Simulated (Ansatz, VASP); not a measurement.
**CuO: VASP beside Ansatz**

The input INCAR:

```
SYSTEM = CuO
  PREC = Accurate
  ENCUT = 520
  EDIFF = 1E-6
  ISMEAR = 0
  SIGMA = 0.02
  LREAL = .False.
  LASPH = .True.
  NELM = 80
  ALGO = Normal
  ISIF = 2
  LWAVE = .False.
  LCHARG = .False.
  GGA = PE
  NBANDS = 25
```

File KPOINTS:

```
regular mesh
0
Gamma
  8 8 5
  0 0 0
```

The input POSCAR:

```
CuO
1.0
    2.3420000000     -1.7115000000      0.0000000000
    2.3420000000      1.7115000000      0.0000000000
   -0.8500605740      0.0000000000      5.0580666287
Cu O
2 2
Direct
    0.0000000000      0.5000000000      0.0000000000
    0.5000000000      0.0000000000      0.5000000000
    0.5816000000      0.4184000000      0.2500000000
    0.4184000000      0.5816000000      0.7500000000
```

Input for Ansatz:

```yaml
crystal:
  lattice:
    - [2.342, -1.7115, 0.0]
    - [2.342, 1.7115, 0.0]
    - [-0.850060574, 0.0, 5.0580666287]
  atoms:
    - { symbol: Cu, position: [0.0, 0.5, 0.0] }
    - { symbol: Cu, position: [0.5, 0.0, 0.5] }
    - { symbol: O, position: [0.5816, 0.4184, 0.25] }
    - { symbol: O, position: [0.4184, 0.5816, 0.75] }
scf:
  occupations: { method: gaussian, width: 0.02 }
output:
  forces: true
  stress: true
hamiltonian:
  xc: pbe
kpoints:
  mp_grid: { grid: [8, 8, 5] }
```

Alike in both runs: task single point; functional PBE; k mesh 8 × 8 × 5; occupations gaussian, width 0.02 eV; no spin polarisation.

```csv
,VASP,Ansatz
version,VASP 6.6.1,Ansatz 0.2.0
potentials or method,"VASP PAW PBE potentials, release 64 (Cu, O)","scalar-relativistic, plane waves, PAW"
plane-wave cutoff (eV),520,420
valence electrons in the cell,34,50
```

Ansatz gave:

```
pressure (GPa)                                  : 5.7
largest component of the traceless stress (GPa) : 1.34
rms of the force components (eV/Å)              : 0.108
```

Question: Estimate VASP's values.

Answer: Pressure (GPa): 6.4; largest component of the traceless stress (GPa): 1.14; rms of the force components (eV/Å): 0.090.

Atom by atom the forces differ by 0.018 eV/Å (rms over components). The two sets of potentials don't hold the same shells in valence.

Caveats: the run has no spin polarisation, though such a crystal can be magnetic; semilocal functionals often make such compounds metallic where correlation or magnetic order opens a gap, which also shifts bond lengths. With open d or f shells a metallic result of PBE can be an artefact of self-interaction; +U or a hybrid may open a gap.
